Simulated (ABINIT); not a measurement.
A calculation with ABINIT 10.8.3 (patched build) of CdTe (native input, structure typed inline):

run.abi

```
# Pseudopotentials
pp_dirpath "./"
pseudos "Te.GGA_PBE-JTH.xml, Cd.GGA_PBE-JTH.xml"

# Structure
acell 8.2311866532 8.2311866532 11.5096642004
rprim
     0.7037333408    -0.7104642039     0.0000000000
     0.7037333408     0.7104642039     0.0000000000
     0.0000000000     0.0000000000     1.0000000000
ntypat 2
znucl 52 48
natom 4
typat 1 1 2 2
xred
     0.2338630000     0.7661370000     0.2500000000
     0.7661370000     0.2338630000     0.7500000000
     0.7229700000     0.2770300000     0.2500000000
     0.2770300000     0.7229700000     0.7500000000
chkprim 0
chksymtnons 0
tolsym 1.0e-6

# Plane-wave basis
ecut 22.0
pawecutdg 44.0
pawxcdev 0

# k points
kptopt 1
ngkpt 6 6 5
nshiftk 1
shiftk 0.0 0.0 0.0

# Exchange and correlation
ixc 11

# Bands and occupations
nband 22
occopt 3
tsmear 0.00183747

# SCF cycle
nstep 100
tolvrs 1.0e-9

# Output
iomode 3
prtwf 0
prtden 0
prteig 0
prtebands 0
enunit 2
```

Potentials or basis: JTH PAW PBE v2.0.

Command:

```bash
$ abinit run.abi > log 2>&1
```

Measurements of this composition are mostly on another form, of space group No. 216.

Write the same calculation in another form: ASE script, structure typed inline.

As run:

The input run.py:

```python
import json, os
import numpy as np
from ase.units import GPa
from ase.calculators.abinit import Abinit, AbinitProfile
from ase import Atoms

atoms = Atoms(['Te', 'Te', 'Cd', 'Cd'],
              cell=[[3.065291, -3.094609, 0.0], [3.065291, 3.094609, 0.0], [0.0, 0.0, 6.090652]],
              scaled_positions=[[0.233863, 0.766137, 0.25], [0.766137, 0.233863, 0.75], [0.72297, 0.27703, 0.25], [0.27703, 0.72297, 0.75]],
              pbc=True)

profile = AbinitProfile(command='abinit', pp_paths=[os.path.abspath('pseudos')])
params = dict(
    pps='pawxml', xc='PBE',
    chksymtnons=0,
    tolsym=1e-06,
    ecut=598.6505,
    pawecutdg=1197.301,
    pawxcdev=0,
    kptopt=1,
    ngkpt=[6, 6, 5],
    nshiftk=1,
    shiftk=[0.0, 0.0, 0.0],
    ixc=11,
    nband=22,
    occopt=3,
    tsmear=0.05,
    nstep=100,
    tolvrs=1e-09,
    prtwf=0,
    prtden=0,
)

atoms.calc = Abinit(profile=profile, directory='run', **params)
energy = atoms.get_potential_energy()
forces = atoms.get_forces()
stress = atoms.get_stress()
print(f'energy {energy:.6f} eV')
print('forces (eV/A)')
print(np.round(forces, 5))
print('stress (GPa, Voigt, tension positive)', np.round(stress / GPa, 4))
json.dump(dict(energy=energy, forces=forces.tolist(), stress=stress.tolist(), cell=atoms.cell.tolist(), frac=atoms.get_scaled_positions(wrap=False).tolist()), open('results.json', 'w'))
```

Potentials or basis: JTH PAW PBE v2.0.

Run with:

```console
$ python run.py
```

Both were run:

|  | native input, structure typed inline | ASE script, structure typed inline |
| --- | --- | --- |
| Pressure | -0.2 GPa | -0.2 GPa |
| Largest force | 0.041 eV/Å | 0.041 eV/Å |
| Band gap on the k mesh | none (metal or under the smearing width) | none (metal or under the smearing width) |
| Valence electrons inside the program's atomic spheres | Te 3.12; Cd 10.34 | Te 3.12; Cd 10.34 |

Keys that steer only the numerical path or the files written may differ.
